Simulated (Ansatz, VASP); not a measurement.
# One calculation of Te, two programs

```
CELL_PARAMETERS angstrom
3.06451 0.00000 0.00000
0.00000 3.06451 0.00000
0.00000 0.00000 3.06451
ATOMIC_POSITIONS crystal
Te 0.00000 0.00000 0.00000
```

Alike in both runs: task single point; functional PBEsol; k mesh 11 × 11 × 11; occupations fermi-dirac, width 0.1 eV; no spin polarisation.

```csv
,VASP,Ansatz
version,VASP 6.6.1,Ansatz 0.2.0
potentials or method,"VASP PAW PBE potentials, release 64 (Te)","plane waves (420 eV) with PAW, scalar-relativistic"
plane-wave cutoff (eV),520,420
valence electrons in the cell,6,16
```

```tsv
	VASP	Ansatz	Ansatz less VASP
pressure (GPa)	6.1	5.9	-0.12
```

The two sets of potentials don't hold the same shells in valence. Ansatz warned: «pseudo_functional_mismatch».

Caveats: the PAW data sets were made with another functional, which shifts forces and pressure a little (VASP). The runs have no spin-orbit coupling, so splittings on Te are missing.
